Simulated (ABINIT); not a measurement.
The system is Re.

```xyz
1
Lattice="0.0000 1.9750 1.9750 1.9750 0.0000 1.9750 1.9750 1.9750 0.0000" Properties=species:S:1:pos:R:3 pbc="T T T"
Re    0.0000    0.0000    0.0000
```

This isn't the form of Re at room conditions, which is hcp.

* Program: ABINIT 10.8.3 (patched build)
* Task: single point
* Functional: PBE
* Potentials or basis: JTH PAW PBE v2.0
* Cutoff: 599 eV
* k mesh: 12 × 12 × 12
* Occupations: fermi-dirac, width 0.05 eV
* Spin: no spin polarisation

On this cell: pressure -9.6 GPa; band gap on the k mesh none (metal or under the smearing width).

The same run follows on a disturbed copy (cell strained at random at fixed volume):

```
CELL_PARAMETERS angstrom
-0.01177 2.02327 1.96577
1.91022 0.03753 1.91646
1.98270 2.04645 -0.03495
ATOMIC_POSITIONS crystal
Re 0.98654 0.01047 0.01073
```

Question: What does the disturbed cell give?

Answer: The energy (extrapolated to zero smearing) moves by +41.8 meV/atom; pressure -8.5 GPa; band gap on the k mesh none (metal or under the smearing width).

Stress tensor (GPa, compression positive):
```
 -4.97  -6.48   9.47
 -6.48 -14.47  -1.79
  9.47  -1.79  -6.09
```
